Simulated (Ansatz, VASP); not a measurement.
# Cross-check of B107N107O (V_B-O_N) between VASP and Ansatz

Aim: how closely do two programs agree when they are given the same cell, functional and k mesh? The cell is taken from a series of runs on this material, whose earlier steps may have relaxed, scaled, displaced or heated it; both programs get it as it stands.

Program: Ansatz 0.2.0. Level of theory: plane waves, with VASP 6.6.1 beside it; single point at PBEsol. Results are calculated unless marked as measured.

### Step 1. The starting structure

The cell holds 215 atoms: 107 B, 107 N and 1 O. Cell: a = 13.011 Å, b = 13.011 Å, c = 13.322 Å, α = 90.0°, β = 90.0°, γ = 120.0°. It derives from BN (BN (P6_3/mmc)). Nearest the centre at fractional (0.500, 0.500, 0.375): O215 at 0.79 Å, B53 at 1.89 Å, B52 at 1.89 Å, N194 at 2.07 Å, N172 at 2.07 Å, N160 at 2.60 Å, N159 at 2.61 Å, B87 at 2.66 Å. The cell carries charge −1.

### Step 2. Ansatz: single point, PBEsol

Ansatz runs on its default PAW (the set named soft_2) files.

With cell and atoms fixed, the geometry can't cause a difference; cores, projectors, grids and the points listed under the comparison can.

Input file input.yaml:

```yaml
crystal:
  lattice:
    - [11.268, 6.505584, 0.0]
    - [-11.268, 6.505584, 0.0]
    - [0.0, 0.0, 13.322]
  atoms:
    - { symbol: B, position: [-0.00011814826, 0.22217912171, 0.12599246863] }
    - { symbol: B, position: [0.11100423605, 0.11109912261, 0.12618294636] }
    - { symbol: B, position: [0.22208545862, -2.207839e-05, 0.12599365168] }
    - { symbol: B, position: [-0.00105639694, 0.10961322143, 0.37478464539] }
    - { symbol: B, position: [0.10950694619, -0.00095163623, 0.37478206683] }
    - { symbol: B, position: [0.22155240184, 0.22165753482, 0.37483830126] }
    - { symbol: "N", position: [-9.470072e-05, 0.11109274312, 0.12582798459] }
    - { symbol: "N", position: [0.11099876141, 1.17716e-06, 0.12582861788] }
    - { symbol: "N", position: [0.22213639034, 0.22223168957, 0.1263997569] }
    - { symbol: "N", position: [0.00020093909, 0.22125748195, 0.37475701282] }
    - { symbol: "N", position: [0.11046072551, 0.11056624129, 0.37480429407] }
    - { symbol: "N", position: [0.22115075162, 0.00030541808, 0.37474094477] }
    - { symbol: B, position: [-0.00017904372, 0.2221485499, 0.62397671119] }
    - { symbol: B, position: [0.1109439948, 0.11106751296, 0.62379801325] }
    - { symbol: B, position: [0.22202464459, -5.557684e-05, 0.62397832646] }
    - { symbol: B, position: [-0.00016799871, 0.11105758823, 0.8749287606] }
    - { symbol: B, position: [0.11094598432, -5.59983e-05, 0.87492687546] }
    - { symbol: B, position: [0.22209249412, 0.22220441675, 0.87492012483] }
    - { symbol: "N", position: [-0.000154608, 0.11106278522, 0.62413968814] }
    - { symbol: "N", position: [0.11093851191, -3.147866e-05, 0.62414108948] }
    - { symbol: "N", position: [0.2220759677, 0.22219917017, 0.62361982565] }
    - { symbol: "N", position: [-0.00013774178, 0.22219803768, 0.87493206781] }
    - { symbol: "N", position: [0.11097118365, 0.11108304561, 0.87492350772] }
    - { symbol: "N", position: [0.22208640485, -2.581851e-05, 0.87493144766] }
    - { symbol: B, position: [-0.0003172344, 0.55550651289, 0.12633756411] }
    - { symbol: B, position: [0.1109716109, 0.4444720347, 0.1262829065] }
    - { symbol: B, position: [0.22223015216, 0.33344496229, 0.126990356] }
    - { symbol: B, position: [0.00039037163, 0.44371578429, 0.37472883005] }
    - { symbol: B, position: [0.11115649993, 0.33268989598, 0.37479355273] }
    - { symbol: B, position: [0.2222237055, 0.5547236087, 0.37480178932] }
    - { symbol: "N", position: [-0.00019188248, 0.44438003077, 0.12577267239] }
    - { symbol: "N", position: [0.11099495671, 0.33331856597, 0.12603840789] }
    - { symbol: "N", position: [0.22201650514, 0.55551664037, 0.12639259881] }
    - { symbol: "N", position: [0.00093412671, 0.55478700026, 0.37476096186] }
    - { symbol: "N", position: [0.11108484571, 0.44349583433, 0.37475788267] }
    - { symbol: "N", position: [0.22246691085, 0.33305943784, 0.37487284744] }
    - { symbol: B, position: [-0.00037919024, 0.55547588688, 0.62367397673] }
    - { symbol: B, position: [0.11091011268, 0.44444192657, 0.62371360902] }
    - { symbol: B, position: [0.22216949688, 0.33341377161, 0.62304261482] }
    - { symbol: B, position: [-0.00012762494, 0.44443742465, 0.87494063121] }
    - { symbol: B, position: [0.11098780078, 0.33331513952, 0.87492835753] }
    - { symbol: B, position: [0.22213970892, 0.55554172319, 0.87493336271] }
    - { symbol: "N", position: [-0.00025360223, 0.4443500701, 0.62422986388] }
    - { symbol: "N", position: [0.11093300388, 0.33328810974, 0.62395792147] }
    - { symbol: "N", position: [0.22195525875, 0.55548599708, 0.62361614447] }
    - { symbol: "N", position: [-0.00012242014, 0.55553667084, 0.87494292752] }
    - { symbol: "N", position: [0.11098760136, 0.44442033187, 0.87493326471] }
    - { symbol: "N", position: [0.22209171437, 0.33330830488, 0.87491861111] }
    - { symbol: B, position: [-0.00025981676, 0.88879074838, 0.12662083139] }
    - { symbol: B, position: [0.11082180977, 0.77770585778, 0.12614823707] }
    - { symbol: B, position: [0.22201716239, 0.66661937529, 0.12636463239] }
    - { symbol: B, position: [-0.00022761594, 0.77699715476, 0.3748421672] }
    - { symbol: B, position: [0.11111216333, 0.66620139972, 0.37473378976] }
    - { symbol: B, position: [0.22120929925, 0.88934713932, 0.37470775382] }
    - { symbol: "N", position: [-0.00018695455, 0.77774424776, 0.1263059621] }
    - { symbol: "N", position: [0.11087646151, 0.66661519962, 0.12581152221] }
    - { symbol: "N", position: [0.22204448249, 0.88885169932, 0.12560758285] }
    - { symbol: "N", position: [-0.00106570357, 0.88806223644, 0.37483779189] }
    - { symbol: "N", position: [0.11123533404, 0.77766253009, 0.37472479143] }
    - { symbol: "N", position: [0.22162623657, 0.66617254991, 0.37473783914] }
    - { symbol: B, position: [-0.00032004352, 0.88875991999, 0.62338256839] }
    - { symbol: B, position: [0.11076336939, 0.77767466535, 0.62383403872] }
[... 42 lines left out ...]
    - { symbol: "N", position: [0.55541568974, 0.55551022935, 0.12882223823] }
    - { symbol: "N", position: [0.33228294898, 0.55417356391, 0.37494002764] }
    - { symbol: O, position: [0.43957837536, 0.43968268606, 0.37509225434] }
    - { symbol: "N", position: [0.55406634123, 0.33238594389, 0.3750772563] }
    - { symbol: B, position: [0.3332836154, 0.55564273889, 0.62212912639] }
    - { symbol: B, position: [0.44462003087, 0.44474334238, 0.62124334229] }
    - { symbol: B, position: [0.55551951287, 0.333406121, 0.62214818096] }
    - { symbol: B, position: [0.3332544765, 0.44445499192, 0.8749263911] }
    - { symbol: B, position: [0.4443431738, 0.3333662305, 0.8749242517] }
    - { symbol: B, position: [0.55546783027, 0.55557949654, 0.87492094592] }
    - { symbol: "N", position: [0.33317086486, 0.44439485651, 0.62212405181] }
    - { symbol: "N", position: [0.44427116171, 0.33329412101, 0.62213266541] }
    - { symbol: "N", position: [0.55535371295, 0.55547699238, 0.62115035544] }
    - { symbol: "N", position: [0.33321282867, 0.55552710796, 0.87492809587] }
    - { symbol: "N", position: [0.44431359751, 0.44442537641, 0.87492301506] }
    - { symbol: "N", position: [0.55541527964, 0.33332452275, 0.87492690529] }
    - { symbol: B, position: [0.33315986125, 0.88877267873, 0.12602394971] }
    - { symbol: B, position: [0.44429706629, 0.77756902079, 0.12733548026] }
    - { symbol: B, position: [0.55541457509, 0.66649237148, 0.13011379063] }
    - { symbol: B, position: [0.33129920653, 0.77903705862, 0.37473764891] }
    - { symbol: B, position: [0.44256328573, 0.66975073358, 0.37513676164] }
    - { symbol: B, position: [0.55440862486, 0.88966998134, 0.37482205302] }
    - { symbol: "N", position: [0.33310851193, 0.77769950242, 0.12606587369] }
    - { symbol: "N", position: [0.44420259763, 0.6665833913, 0.12770470018] }
    - { symbol: "N", position: [0.55537859389, 0.88876745571, 0.12659158314] }
    - { symbol: "N", position: [0.33189878655, 0.89024803297, 0.37468415385] }
    - { symbol: "N", position: [0.4411611012, 0.78112543393, 0.37482998743] }
    - { symbol: "N", position: [0.55006959369, 0.67815613189, 0.3757422292] }
    - { symbol: B, position: [0.333099893, 0.88874055373, 0.62394128553] }
    - { symbol: B, position: [0.44423636978, 0.77753596873, 0.62266647312] }
    - { symbol: B, position: [0.55535371314, 0.66645828075, 0.61980494524] }
    - { symbol: B, position: [0.33324237827, 0.777746933, 0.87494240476] }
    - { symbol: B, position: [0.44437728102, 0.66664853345, 0.87493536783] }
    - { symbol: B, position: [0.55543775983, 0.88884905364, 0.87494058366] }
    - { symbol: "N", position: [0.33304643586, 0.77766799427, 0.62391332862] }
    - { symbol: "N", position: [0.44413556632, 0.66655304211, 0.62230410456] }
    - { symbol: "N", position: [0.55531872743, 0.88873737371, 0.62340603553] }
    - { symbol: "N", position: [0.33320900574, 0.88886789286, 0.87494478497] }
    - { symbol: "N", position: [0.44432573978, 0.7777570308, 0.87494362964] }
    - { symbol: "N", position: [0.55543208982, 0.66664783607, 0.87493570424] }
    - { symbol: B, position: [0.66652433332, 0.222111867, 0.12638154945] }
    - { symbol: B, position: [0.77761022116, 0.1109164626, 0.12614881547] }
    - { symbol: B, position: [0.88869513391, -0.00016686691, 0.12662048405] }
    - { symbol: B, position: [0.66609605051, 0.11121853427, 0.374725659] }
    - { symbol: B, position: [0.77689193363, -0.00012106113, 0.37481216166] }
    - { symbol: B, position: [0.88924245156, 0.22131597568, 0.37471505089] }
    - { symbol: "N", position: [0.666519817, 0.11097027613, 0.1258119261] }
    - { symbol: "N", position: [0.77764985051, -9.177883e-05, 0.12630464845] }
    - { symbol: "N", position: [0.88875623979, 0.22213869132, 0.12561254028] }
    - { symbol: "N", position: [0.6660666418, 0.22173188427, 0.3747566301] }
    - { symbol: "N", position: [0.77755775924, 0.11134237056, 0.37472626272] }
    - { symbol: "N", position: [0.88795714925, -0.0009591488, 0.37482282025] }
    - { symbol: B, position: [0.66646379768, 0.22207972952, 0.62363753302] }
    - { symbol: B, position: [0.77755045185, 0.11088618472, 0.62383132637] }
    - { symbol: B, position: [0.88863653881, -0.00019518902, 0.62338060378] }
    - { symbol: B, position: [0.66652563929, 0.1111014087, 0.87494069282] }
    - { symbol: B, position: [0.77761039925, -5.839398e-05, 0.87493538226] }
    - { symbol: B, position: [0.88873609924, 0.2222001607, 0.87493986201] }
    - { symbol: "N", position: [0.66645951375, 0.11093975205, 0.62416959894] }
    - { symbol: "N", position: [0.77759102908, -0.00012004848, 0.62369761256] }
    - { symbol: "N", position: [0.88869561703, 0.22210867292, 0.62435499638] }
    - { symbol: "N", position: [0.66653000218, 0.22221786999, 0.87493729499] }
    - { symbol: "N", position: [0.77763965308, 0.11109724726, 0.8749411419] }
    - { symbol: "N", position: [0.88874690041, -2.632986e-05, 0.87493400397] }
    - { symbol: B, position: [0.66639809203, 0.55550967445, 0.13009747498] }
    - { symbol: B, position: [0.77747550524, 0.44439301143, 0.12735576818] }
    - { symbol: B, position: [0.88867633698, 0.33325437099, 0.12603917715] }
    - { symbol: B, position: [0.66964310645, 0.44266472065, 0.37540847521] }
    - { symbol: B, position: [0.77893091627, 0.33140440661, 0.37477578597] }
    - { symbol: B, position: [0.88956265364, 0.55451343141, 0.37491520546] }
    - { symbol: "N", position: [0.66649019655, 0.44429992725, 0.12771154109] }
    - { symbol: "N", position: [0.77760444809, 0.33320410278, 0.12609103859] }
    - { symbol: "N", position: [0.88867256872, 0.55547422789, 0.12660903637] }
    - { symbol: "N", position: [0.67805634392, 0.5501738571, 0.37626363834] }
    - { symbol: "N", position: [0.78101863028, 0.44126570917, 0.37495111271] }
    - { symbol: "N", position: [0.89014287972, 0.33200511214, 0.37468752325] }
    - { symbol: B, position: [0.66633531535, 0.55547706788, 0.6197983117] }
    - { symbol: B, position: [0.77741167761, 0.44435970497, 0.62269310194] }
    - { symbol: B, position: [0.8886177463, 0.33322360162, 0.62395691756] }
    - { symbol: B, position: [0.66653687024, 0.44448890899, 0.87492266788] }
    - { symbol: B, position: [0.77763528266, 0.33335403537, 0.87493903742] }
    - { symbol: B, position: [0.8887376386, 0.55554953412, 0.87493324377] }
    - { symbol: "N", position: [0.6664287549, 0.4442574953, 0.62232046236] }
    - { symbol: "N", position: [0.77754491999, 0.33316977182, 0.62393889895] }
    - { symbol: "N", position: [0.88861454646, 0.55544245923, 0.62342887025] }
    - { symbol: "N", position: [0.66653617866, 0.55554377492, 0.87491868357] }
    - { symbol: "N", position: [0.77764555616, 0.44443749774, 0.87493546223] }
    - { symbol: "N", position: [0.8887563624, 0.33332071932, 0.87494481569] }
    - { symbol: B, position: [0.66646712389, 0.88857476628, 0.12763734759] }
    - { symbol: B, position: [0.7774527498, 0.77754716143, 0.12852633122] }
    - { symbol: B, position: [0.88848027721, 0.66656218069, 0.12764131083] }
    - { symbol: B, position: [0.66335187948, 0.77603171313, 0.37532555968] }
    - { symbol: B, position: [0.77592674152, 0.66346046238, 0.37552939979] }
    - { symbol: B, position: [0.88609578507, 0.88620168662, 0.37496994904] }
    - { symbol: "N", position: [0.6665307266, 0.77771755506, 0.12816732557] }
    - { symbol: "N", position: [0.77762260955, 0.66662379943, 0.12816363214] }
    - { symbol: "N", position: [0.88876460263, 0.88885891036, 0.1267326323] }
    - { symbol: "N", position: [0.66600475452, 0.89093592354, 0.37491494839] }
    - { symbol: "N", position: [0.77588027194, 0.77598650491, 0.37535981979] }
    - { symbol: "N", position: [0.89082856903, 0.66610961135, 0.37501227341] }
    - { symbol: B, position: [0.66640843006, 0.88854061792, 0.62237846516] }
    - { symbol: B, position: [0.77739372208, 0.77751749269, 0.62147874704] }
    - { symbol: B, position: [0.88841776358, 0.66653290277, 0.62238888106] }
    - { symbol: B, position: [0.66651801464, 0.77771862531, 0.87492945791] }
    - { symbol: B, position: [0.7776072482, 0.66662964358, 0.87491795934] }
    - { symbol: B, position: [0.88869958834, 0.88881110236, 0.87492631159] }
    - { symbol: "N", position: [0.66647474923, 0.77769322304, 0.62182809352] }
    - { symbol: "N", position: [0.77757025882, 0.66660020783, 0.62183115643] }
    - { symbol: "N", position: [0.88871117932, 0.88883532415, 0.62328774177] }
    - { symbol: "N", position: [0.66653472748, 0.88887051226, 0.87493690443] }
    - { symbol: "N", position: [0.7776430706, 0.77775466731, 0.87492958509] }
    - { symbol: "N", position: [0.88875927493, 0.66664652506, 0.87492849847] }
  host:
    repeats: [3, 3, 2]
    atoms:
      - { symbol: B, position: [0.0, 0.66666667, 0.25] }
      - { symbol: B, position: [0.33333333, 0.33333333, 0.25] }
      # ... 10 more atoms of the perfect host
total_charge: -1
basis:
  ecutwfc: 420
  xc_grid: 2
hamiltonian:
  xc: pbesol
kpoints:
  mp_grid: { grid: [1, 1, 1] }
magnetization:
  spin_polarized: true
  initial_magnetization: 1
  spin_locking: { lock_magnetization: hard }
scf:
  occupations: { method: fermi_dirac, width: 0.01 }
  max_iter: 80
  n_extra_bands: 16
  lower_state_search: "off"
output:
  forces: true
checkpoint:
  read: "../exc.ground.qm1_M1.run"
  write: "../exc0_qm1_M1.ground.l1.4.run"
  compress: false
  write_wavefunctions: false
  write_every: 100000
```

On the command line:

```
ansatz run input.yaml --threads 12 --pin off --max-ram 56524MiB --backend cuda --events-out ev --progress --plain --runs-dir out --max-vram 78GiB
```

Numbers of over 12 decimals in the logs are rounded to 6 here.

What it wrote:

```text
Warning: the band count 448 (scf.n_extra_bands) hosts the net moment |M| = 1.0000 μB (N_el = 863) but caps the reachable moment at 2·n_bands − N_el = 33.0000 μB, below the 647 bands that the automatic [...]
Warning: checkpoint.read: the run can stay near the saved state's solution: 215 site(s) moved relative to the saved geometry (max |Δs| = 8.898e-3 fractional); the SCF starts from the saved state under [...]
[...]
Engine: ansatz 0.2.0, aarch64-unknown-linux-gnu
[...]
Pseudopotential: B, paw, valence charge 3, recommended cutoff 420 eV (normal), B.paw.azcp
Pseudopotential: N, paw, valence charge 5, recommended cutoff 420 eV (normal), N.paw.azcp
Pseudopotential: O, paw, valence charge 6, recommended cutoff 420 eV (normal), O.paw.azcp
Functional definition: PBEsol
[...]
Crystal: 215 atoms, lattice volume = 1953.136 Å³
Basis set: ecut = 420 eV, 38193 PW (Γ), exchange–correlation on 180×180×180 points (8 copies of the dense FFT grid, shifted against one another)
Bands: 448, of which v1, the nominal top of the filled ones, is band 432 counted from 1 (431 counted from 0)
[...]
Space group: P1 (ITA 1), of the structure as read, at distance tolerance 1.3e-4 Å
[...]
k-points: 1
[...]
Functional: x = pbesol(κ = 0.804, μ = 0.123457), c = pbesol(β = 0.046)
[...]
SCF iter   1: F=—  HF=-57662.707874 eV  |F-HF|=—  |Δ(HF+E_count)|=         —  Δρ=5.16e-3 (↑4.81e-3 ↓5.16e-3)  dr2=7.88e-1  dr2_m=1.35e-1  M=1.000 μB ∫|m|=1.125 μB  β_m=0.30  ethr=9.15e-5  ⟨swp⟩=2.0  H [...]
[...]
SCF 1 converged in 11 iterations: F = -57662.634565 eV  dr2 = 5.93e-9
[...]
SCF converged after 11 iterations
[...]
```

[end of part 1 of 2]

[Lines on the potential files, build, host, timing and source positions are cut from VASP's logs without a mark.]

[Logs are printed without paths, hosts, clocks, repeated set-up lines and the standing remarks that a program may print on its own settings, such as how far it seeks lower states.]

[Hosts, paths, dates, database ids (printed as entryN), source tags and the programs' standing remarks are cut or masked in the printed files.]
